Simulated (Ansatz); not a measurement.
## P: pressure and energy above lowest point against volume per atom

Results calculated with Ansatz 0.2.0 development build, not measured. Equation of state of a cubic crystal from periodic Kohn-Sham density functional theory without spin; pressure corrected for the finite basis.

Cell of the first row (space group Fm-3m, No. 225):
```
cell vectors (Å)
   0.0000     1.8997     1.8997
   1.8997     0.0000     1.8997
   1.8997     1.8997     0.0000
atoms (fractions of the cell vectors)
P   0.00000  0.00000  0.00000
```

Settings of every row: formula P; structure type fcc; functional PBE; spin treatment none; k mesh 48x48x48; occupation method fermi-dirac; occupation width 0.061225619 eV; wave cutoff 420 eV; datasets soft-1 PAW; density cutoff ratio 4.

Limits: a cubic model structure, not a phase known at ambient conditions.

| row | volume per atom (Å³) | pressure (GPa) | energy above lowest point (meV/atom) |
| --- | --- | --- | --- |
| 1 | 13.712 | 6.186 | 15.47 |
| 2 | 14.004 | 3.841 | 6.37 |
| 3 | 14.296 | 1.716 | 1.34 |
| 4 | 14.587 | -0.207 | 0 |
| 5 | 14.879 | -1.944 | 1.98 |
| 6 | 15.171 | ? | ? |
| 7 | 15.463 | -4.958 | 14.72 |

Question: what pressure and energy above lowest point should row 6 give?

Worked fit of pressure. Take u = (V_r/V)^(2/3) − 1 with V_r = 14.441 Å³ an atom, which is twice the finite (Eulerian) strain; such expansions in the strain, on which the Birch-Murnaghan equation of state is built, carry the rest volume and the bulk modulus. The shown rows have u = 0.03514, 0.0207, 0.00675, -0.00668, -0.01972, -0.04456. Least squares give pressure = 0.7363 + 143 × u + 342.33 × u² GPa; a straight line predicts inner rows, each left out in turn, worse (root mean square 0.21 against 0.0058 GPa). The rows lie off it by 0.002, -0.002, -0.001, -0.003, 0.007, -0.002 (root mean square 0.0034 GPa). The pressure vanishes at u = -0.0052, or V = 14.55 Å³ an atom, and there the bulk modulus at fixed shape and fractions is B = −V dP/dV = (2/3)(1 + u) dP/du = 92.5 GPa. The withheld row has u = -0.03234, so the fit gives 0.7363 + 143 × (-0.03234) + 342.33 × (-0.03234)² = -3.530 GPa.

The calculation gave -3.52 GPa. The fit lies 0.010 GPa (0.09 % of the column's range) below it; its largest miss of a shown row is 0.007 GPa.

Worked fit of energy above lowest point. Take u = (V_r/V)^(2/3) − 1 with V_r = 14.441 Å³ an atom, which is twice the finite (Eulerian) strain; such expansions in the strain, on which the Birch-Murnaghan equation of state is built, carry the rest volume and the bulk modulus. The shown rows have u = 0.03514, 0.0207, 0.00675, -0.00668, -0.01972, -0.04456. Least squares give energy above lowest point = 0.238 + 99.32 × u + 9515.3 × u² − 166 × u³ meV/atom; a parabola predicts inner rows, each left out in turn, worse (root mean square 0.0036 against 0.002 meV/atom). All shown rows lie on it to the printed digit. Its lowest point lies at u = -0.0052, or V = 14.55 Å³ an atom, and the curvature there gives the bulk modulus at fixed shape and fractions, B = (4/9)(1 + u)² E″(u)/V = 92.2 GPa. The withheld row has u = -0.03234, so the fit gives 0.238 + 99.32 × (-0.03234) + 9515.3 × (-0.03234)² − 166 × (-0.03234)³ = 6.98 meV/atom.

The calculation gave 6.98 meV/atom. The fit meets it to the printed digit.
